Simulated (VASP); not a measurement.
# Mn (P6_3/mmc) in VASP: settings compared

One crystal, Mn, is run at these levels: PBEsol, PBE; tasks: single point.

Everything below comes from runs of VASP 6.6.1. Logs are shortened: lines on timing, memory, paths and dates and some standing lists are left out, and cuts for length are marked.

## (1) The structure

Symmetry: P6_3/mmc, No. 194, hexagonal system. Conventional cell: a = 2.484 Å, b = 2.484 Å, c = 4.026 Å, α = 90.00°, β = 90.00°, γ = 120.00°. Mn (site symmetry -6m2) is surrounded by 12 Mn at 2.47 to 2.48 Å.

This isn't the form of Mn at room conditions, which is a 58-atom cubic cell.

## (2) Single point, PBEsol, collinear spin, ferromagnetic start

The input, INCAR:

```
PREC     = Accurate       # precision mode
ENCUT    = 520            # plane-wave cutoff, eV
EDIFF    = 1E-6           # SCF threshold, eV
ISMEAR   = 0              # smearing method
SIGMA    = 0.02           # smearing width, eV
LREAL    = F              # projectors in reciprocal space
LASPH    = T              # aspherical terms in the spheres
NELM     = 100            # most SCF steps
ALGO     = Normal         # electronic algorithm
ISIF     = 2              # what is computed and relaxed
LWAVE    = F              # write WAVECAR
LCHARG   = T              # write CHGCAR
ISPIN    = 2              # spin polarisation
MAGMOM   = 4 4            # initial moments
LORBIT   = 11             # projections on sites
LMAXMIX  = 4              # l up to which the mixer works
GGA      = PS             # functional
LELF     = T              # ELF
LVHAR    = T
```

The input, KPOINTS:

```
regular mesh
0
Gamma
  12 12 7
```

The input, POSCAR:

```
Mn
2.4836
    1.000018429095      0.000000000000      0.000000000000
   -0.500009214568      0.866041363867      0.000000000000
    0.000000000000      0.000000000000      1.621112497987
Mn
2
Direct
    0.3333333333      0.6666666667      0.2500000000
    0.6666666667      0.3333333333      0.7500000000
```

Potentials or basis: VASP PAW PBE potentials, release 54 (Mn_pv).

Started as:

```sh
$ cat potpaw_PBE.54/Mn_pv/POTCAR > POTCAR
$ mpirun -np 1 vasp_std > vasp.out
```

OUTCAR:

```text
PREC = Accurate
   ENCUT = 520
   EDIFF = 1E-6
   ISMEAR = 0
   LREAL = F
   LASPH = T
   NELM = 100
   ISIF = 2
   ISPIN = 2
   LORBIT = 11
   GGA = PS

 ion  position               nearest neighbor table
   1  0.333  0.667  0.250-   2 2.47   2 2.47   2 2.47   2 2.47   2 2.47   2 2.47
   2  0.667  0.333  0.750-   1 2.47   1 2.47   1 2.47   1 2.47   1 2.47   1 2.47

  LATTYP: Found a hexagonal cell.
 ALAT       =     2.4836457705
 C/A-ratio  =     1.6210826229

  Lattice vectors:

 A1 = (   2.4836457705,   0.0000000000,   0.0000000000)
 A2 = (  -1.2418228853,   2.1509003313,   0.0000000000)
 A3 = (   0.0000000000,   0.0000000000,   4.0261950000)

Analysis of symmetry for initial positions (statically):
=====================================================================
 Subroutine PRICEL returns:
 Original cell was already a primitive cell.

 Routine SETGRP: Setting up the symmetry group for a
 hexagonal supercell.

 Subroutine GETGRP returns: Found 24 space group operations
 (whereof 12 operations were pure point group operations)
 out of a pool of 24 trial point group operations.

The static configuration has the point symmetry D_3d.
 The point group associated with its full space group is D_6h.

Analysis of symmetry for dynamics (positions and initial velocities):
=====================================================================
 Subroutine PRICEL returns:
 Original cell was already a primitive cell.

 Routine SETGRP: Setting up the symmetry group for a
 hexagonal supercell.

 Subroutine GETGRP returns: Found 24 space group operations
 (whereof 12 operations were pure point group operations)
 out of a pool of 24 trial point group operations.

The dynamic configuration has the point symmetry D_3d.
 The point group associated with its full space group is D_6h.

Analysis of structural, dynamic, and magnetic symmetry:
=====================================================================
 Subroutine PRICEL returns:
 Original cell was already a primitive cell.

 Routine SETGRP: Setting up the symmetry group for a
 hexagonal supercell.

 Subroutine GETGRP returns: Found 24 space group operations
 (whereof 12 operations were pure point group operations)
 out of a pool of 24 trial point group operations.

The overall configuration has the point symmetry D_3d.
 The point group associated with its full space group is D_6h.

 Subroutine INISYM returns: Found 24 space group operations
 (whereof 12 operations are pure point group operations),
 and found     1 'primitive' translations

----------------------------------------------------------------------------------------

                                     Primitive cell

  volume of cell :      21.5082

  direct lattice vectors                    reciprocal lattice vectors
     2.483645771  0.000000000  0.000000000     0.402633907  0.232460795  0.000000000
    -1.241822885  2.150900331  0.000000000     0.000000000  0.464921589  0.000000000
     0.000000000  0.000000000  4.026195000     0.000000000  0.000000000  0.248373464

  length of vectors
     2.483645771  2.483645771  4.026195000     0.464921589  0.464921589  0.248373464

  position of ions in fractional coordinates (direct lattice)
     0.333333333  0.666666667  0.250000000
     0.666666667  0.333333333  0.750000000

  ion indices of the primitive-cell ions
   primitive index   ion index
                 1           1
                 2           2

----------------------------------------------------------------------------------------

 KPOINTS: regular mesh

Automatic generation of k-mesh.
 Grid dimensions read from file:
 generate k-points for:   12   12    7

 Generating k-lattice:

  Cartesian coordinates                     Fractional coordinates (reciprocal lattice)
     0.033552826  0.019371733  0.000000000     0.083333333  0.000000000  0.000000000
     0.000000000  0.038743466  0.000000000     0.000000000  0.083333333  0.000000000
     0.000000000  0.000000000  0.035481923     0.000000000  0.000000000  0.142857143

  Length of vectors
     0.038743466  0.038743466  0.035481923

  Shift w.r.t. Gamma in fractional coordinates (k-lattice)
     0.000000000  0.000000000  0.000000000

 Subroutine IBZKPT returns following result:
 ===========================================

 Found     76 irreducible k-points:

 Following reciprocal coordinates:
            Coordinates               Weight
  0.000000  0.000000  0.000000      1.000000
  0.083333  0.000000  0.000000      6.000000
  0.166667  0.000000  0.000000      6.000000
  0.250000 -0.000000  0.000000      6.000000
  0.333333  0.000000  0.000000      6.000000
  0.416667 -0.000000  0.000000      6.000000
[... 16 lines left out ...]
  0.250000 -0.000000  0.142857     12.000000
  0.333333  0.000000  0.142857     12.000000
 [... further k-points ...]
   k-points           NKPTS =     76   k-points in BZ     NKDIM =     76   number of bands    NBANDS=     21
   number of dos      NEDOS =    301   number of ions     NIONS =      2
   total plane-waves  NPLWV =   9720
   dimension x,y,z NGX =    18 NGY =   18 NGZ =   30
   dimension x,y,z NGXF=    36 NGYF=   36 NGZF=   60
   ions per type =               2
   NGX,Y,Z   is equivalent  to a cutoff of  12.05, 12.05, 12.39 a.u.
   NGXF,Y,Z  is equivalent  to a cutoff of  24.10, 24.10, 24.77 a.u.
 SYSTEM =  unknown system
   PREC   = accura    normal or accurate (medium, high low for compatibility)
   ISTART =      0    job   : 0-new  1-cont  2-samecut
   ICHARG =      2    charge: 1-file 2-atom 10-const
   ISPIN  =      2    spin polarized calculation?
   LNONCOLLINEAR =      F non collinear calculations
   LSORBIT =      F    spin-orbit coupling
   LASPH  =      T    aspherical Exc in radial PAW
   ENCUT  =  520.0 eV  38.22 Ry    6.18 a.u.   4.62  4.62  7.49*2*pi/ulx,y,z
   NELM   =    100;   NELMIN=  2; NELMDL= -5     # of ELM steps
   EDIFF  = 0.1E-05   stopping-criterion for ELM
   LREAL  =      F    real-space projection
   EDIFFG = 0.1E-04   stopping-criterion for IOM
   NSW    =      0    number of steps for IOM
   IBRION =     -1    ionic relax: 0-MD 1-quasi-New 2-CG
   NFREE  =      0    steps in history (QN), initial steepest desc. (CG)
   ISIF   =      2    stress and relaxation
   ISYM   =      2    0-nonsym 1-usesym 2-fastsym
   POTIM  = 0.5000    time-step for ionic-motion
   TEBEG  =    0.0;   TEEND  =   0.0 temperature during run
   PSTRESS=    0.0 pullay stress
   NELECT =      26.0000    total number of electrons
   NUPDOWN=      -1.0000    fix difference up-down
   EMIN   =  10.00;   EMAX   =-10.00  energy-range for DOS
   EFERMI =   0.00;   METHOD = LEGACY
   ISMEAR =     0;   SIGMA  =   0.02  broadening in eV -4-tet -1-fermi 0-gaus
   EFERMI_NEDOS =   21; number of points for ismear=-14 and -15
   IALGO  =     38    algorithm
   IMIX   =      4    mixing-type and parameters
     AMIX     =   0.40;   BMIX     =  1.00
     AMIX_MAG =   1.60;   BMIX_MAG =  1.00
  volume/ion in A,a.u.               =      10.75        72.57
  Fermi-wavevector in a.u.,A,eV,Ry     =   1.743938  3.295565 41.379665  3.041320
  Thomas-Fermi vector in A             =   2.815914
   LORBIT       =     11    0 simple, 1 ext, 2 COOP (PROOUT), +10 PAW based schemes
   GGA     = PS    functional components
   LHFCALC =     F    Hartree Fock is set to
   AEXX    =    0.0000 exact exchange contribution
   IVDW    =     0    specifies the selected vdW correction
   LEPSILON=     F    determine dielectric tensor
   LRPA    =     F    only Hartree local field effects (RPA)
 spin polarized calculation
 Gauss-broadening in eV      SIGMA  =   0.02
  energy-cutoff  :      520.00
  volume of cell :       21.51
 maximum number of plane-waves:       590
   NGX =  9   NGY =  9   NGZ = 15

 number of electron      26.0000029 magnetization      -0.0035845

 number of electron      26.0000029 magnetization       0.0007221

 Free energy of the ion-electron system (eV)
  ---------------------------------------------------
  ext. energy  EPLUGINS =         0.00000000
  ---------------------------------------------------
  free energy    TOTEN  =       -19.38290861 eV

  energy without entropy =      -19.38254530  energy(sigma->0) =      -19.38272696

 E-fermi :  10.1886     XC(G=0): -14.1840

 val. band max:       10.1843066794   @ k =   0.2500  -0.0000   0.4286
 cond. band min:      10.2033987621   @ k =   0.0833   0.0833   0.0000
 fundamental gap:      0.0190920826
 Fermi energy:        10.1886378096

 spin component 1

 k-point     1 :       0.0000    0.0000    0.0000
  band No.  band energies     occupation
      1     -37.9426      1.00000
      2     -37.2708      1.00000
      3     -37.2708      1.00000
      4     -37.1664      1.00000
      5     -37.1664      1.00000
      6     -37.1639      1.00000
[... 13 lines left out ...]
     20      30.9605      0.00000
     21      34.1884      0.00000

 k-point     2 :       0.0833    0.0000    0.0000
  band No.  band energies     occupation
      1     -37.9252      1.00000
      2     -37.3091      1.00000
      3     -37.2831      1.00000
      4     -37.2061      1.00000
      5     -37.1721      1.00000
      6     -37.1704      1.00000
[... 13 lines left out ...]
     20      30.4319      0.00000
     21      33.0940      0.00000
[... 487 lines left out ...]
      5     -37.2327      1.00000
      6     -37.2196      1.00000
[... 13 lines left out ...]
     20      24.9337      0.00000
     21      29.7601      0.00000

 k-point    24 :       0.3333    0.0000    0.1429
  band No.  band energies     occupation
      1     -37.7743      1.00000
      2     -37.6419      1.00000
      3     -37.5917      1.00000
      4     -37.3920      1.00000
      5     -37.2715      1.00000
      6     -37.2453      1.00000
[... 13 lines left out ...]
     20      22.5892      0.00000
     21      27.2868      0.00000

 [... further k-points ...]

 spin component 2

 k-point     1 :       0.0000    0.0000    0.0000
  band No.  band energies     occupation
      1     -37.9422      1.00000
      2     -37.2705      1.00000
      3     -37.2705      1.00000
      4     -37.1660      1.00000
      5     -37.1660      1.00000
      6     -37.1635      1.00000
[... 13 lines left out ...]
     20      30.9605      0.00000
     21      34.1883      0.00000

 k-point     2 :       0.0833    0.0000    0.0000
  band No.  band energies     occupation
      1     -37.9248      1.00000
      2     -37.3088      1.00000
      3     -37.2828      1.00000
      4     -37.2058      1.00000
      5     -37.1718      1.00000
      6     -37.1700      1.00000
[... 13 lines left out ...]
     20      30.4319      0.00000
     21      33.0941      0.00000
[... 487 lines left out ...]
      5     -37.2323      1.00000
      6     -37.2193      1.00000
[... 13 lines left out ...]
     20      24.9339      0.00000
     21      29.7573      0.00000

 k-point    24 :       0.3333    0.0000    0.1429
  band No.  band energies     occupation
      1     -37.7739      1.00000
      2     -37.6416      1.00000
      3     -37.5914      1.00000
      4     -37.3917      1.00000
      5     -37.2711      1.00000
      6     -37.2449      1.00000
[... 13 lines left out ...]
     20      22.5894      0.00000
     21      27.2870      0.00000

 [... further k-points ...]

------------------------ aborting loop because EDIFF is reached ----------------------------------------

  FORCE on cell =-STRESS in cart. coord.  units (eV):
  Direction    XX          YY          ZZ          XY          YZ          ZX
  --------------------------------------------------------------------------------------
  -------------------------------------------------------------------------------------
  Total       -1.5642995     -1.5642995     -1.6019711      0.0000000      0.0000000      0.0000000
  in kB     -116.5267792   -116.5267792   -119.3329838      0.0000000      0.0000000      0.0000000
  external PRESSURE =    -117.4621808 kB  Pullay stress =       0.0000000 kB

 VOLUME and BASIS-vectors are now :
 -----------------------------------------------------------------------------
  energy-cutoff  :      520.00
  volume of cell :       21.51
      direct lattice vectors                 reciprocal lattice vectors
     2.483645771  0.000000000  0.000000000     0.402633907  0.232460795  0.000000000
    -1.241822885  2.150900331  0.000000000     0.000000000  0.464921589  0.000000000
     0.000000000  0.000000000  4.026195000     0.000000000  0.000000000  0.248373464

 POSITION                                       TOTAL-FORCE (eV/Angst)
 -----------------------------------------------------------------------------------
     -0.00000      1.43393      1.00655         0.000000     -0.000000      0.000000
      1.24182      0.71697      3.01965        -0.000000      0.000000      0.000000
 -----------------------------------------------------------------------------------
    total drift:                               -0.000000      0.000000     -0.000000

  FREE ENERGIE OF THE ION-ELECTRON SYSTEM (eV)
  ---------------------------------------------------
  free  energy   TOTEN  =       -19.3829086102 eV

  energy  without entropy=      -19.3825453036  energy(sigma->0) =      -19.38272696

 total charge

# of ion       s       p       d       tot
------------------------------------------
    1        0.429   6.405   5.155  11.989
    2        0.429   6.405   5.155  11.989
--------------------------------------------------
tot          0.859  12.809  10.310  23.978

 magnetization (x)

# of ion       s       p       d       tot
------------------------------------------
    1        0.000   0.000   0.000   0.000
    2        0.000   0.000   0.000   0.000
--------------------------------------------------
tot          0.000   0.000   0.000   0.000
```

Wall time 37 s (1 thread of Intel Xeon Platinum 8488C (Sapphire Rapids), shared host); peak memory 0.17 GiB.

Results:

| Quantity | Value |
| --- | --- |
| Free energy | -19.3829 eV |
| Pressure | -11.7 GPa |
| Band gap on the k mesh | none (metal or under the smearing width) |
| Net moment | 0.00 μB per cell |
| Valence electrons inside the program's atomic spheres | Mn 11.99 |

Caveat: the starting moments collapsed, and a magnetic state may lie lower; the PAW data sets were made with another functional, which shifts forces and pressure a little.

(Part 1 of 2 ends here.)
